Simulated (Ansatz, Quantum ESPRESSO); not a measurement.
# ZnO (001), wurtzite: a film clamped to its substrate

A thin film takes the in-plane lattice of its substrate and is free along the normal. How do the free axis and the stress follow the misfit? The strained cell has c along the film normal; unstrained it is a = 3.1900 Å, b = 3.1900 Å, c = 5.1552 Å, α = 90.00°, β = 90.00°, γ = 120.00°, with 4 atoms.

Calculated with Quantum ESPRESSO 7.5, LDA, GBRV 1.5 ultrasoft potentials, cutoff 680 eV, Fermi–Dirac smearing 0.02 eV, k-mesh 10×10×6, no spin polarisation, no spin-orbit coupling.

Relaxed positions at 0 %:

```
atom       x       y       z
  Zn  0.3333  0.6667  0.9993
  Zn  0.6667  0.3333  0.4993
   O  0.6667  0.3333  0.1208
   O  0.3333  0.6667  0.6208
```

```
ε∥ (%)   a (Å)   c (Å)  ε⊥ (%)  σ (GPa, tension positive)
    −3  3.0943  5.3135   3.071                      −7.04
    −2  3.1263  5.2622   2.076                      −4.65
     0  3.1900  5.1547  −0.011                      −0.07
     1  3.2220  5.1006  −1.059                       2.27
     2  3.2538  5.0433  −2.171                       4.42
     3  3.2858  4.9830  −3.341                       6.46
```

**Question.** Fit both responses and give the free strain and the stress at −1 %, a row left out above.

Least squares with y = y0 + y1 ε + y2 ε² (ε in %) gives ε⊥ = 0.008 + (−1.0660) ε + (−0.0155) ε² and σ = −0.01 + (2.257) ε + (−0.030) ε² GPa. The linear terms put the ratio of free to applied strain at −1.066 and the biaxial modulus at 226 GPa.

At −1 % the free strain comes out as 1.059 %. The run itself gives 1.056 %, so the estimate misses by 0.003 %; the fitted rows themselves lie up to 0.019 % off the law.

The stress comes out as −2.30 GPa. The run itself gives −2.30 GPa, so the estimate misses by 0.00 GPa; the fitted rows themselves lie up to 0.06 GPa off the law.

With c as the unique axis, zero normal stress gives ε⊥/ε∥ = −2C13/C33 for relaxed atoms, so 2C13/C33 is about 1.07.

The negative ε² term means that the crystal stiffens in compression and softens in tension.

The same fit over all rows at other levels or in other programs gives the strain ratio = −1.037 with PBEsol (Quantum ESPRESSO, GBRV) and −1.026 with PBEsol (Ansatz).

[Logs are printed without paths, hosts, clocks, repeated set-up lines and the standing remarks that a program may print on its own settings, such as how far it seeks lower states.]
